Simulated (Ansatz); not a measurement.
BaSnO₃:
```
CELL_PARAMETERS angstrom
      4.08272     0.00000     0.00000
      0.00000     4.08272     0.00000
      0.00000     0.00000     4.08272
ATOMIC_POSITIONS crystal
  Ba 0.00000 0.00000 0.00000
  Sn 0.50000 0.50000 0.50000
  O  0.00000 0.50000 0.50000
  O  0.50000 0.50000 0.00000
  O  0.50000 0.00000 0.50000
```

Relaxed with LDA.

Problem. Decompose the optical modes at the zone centre into irreducible representations, and say which are infrared and Raman allowed.

Solution. Point group m-3m: Γ_opt = 3T1u + T2u. Infrared: T1u. Raman: none.

Problem. Assign frequencies (DFPT, DFT-LDA in the program Ansatz with PAW potentials; without the LO–TO term).

Solution. T1u 128, T2u 206, T1u 228, T1u 639 cm⁻¹.

Space group Pm-3m (cubic perovskite). The cell was relaxed with LDA under the symmetry of its start; phonons on a q-mesh show no instability. Spin–orbit coupling is left out wherever it is not named.

Potentials: the later of the program's two PAW sets.
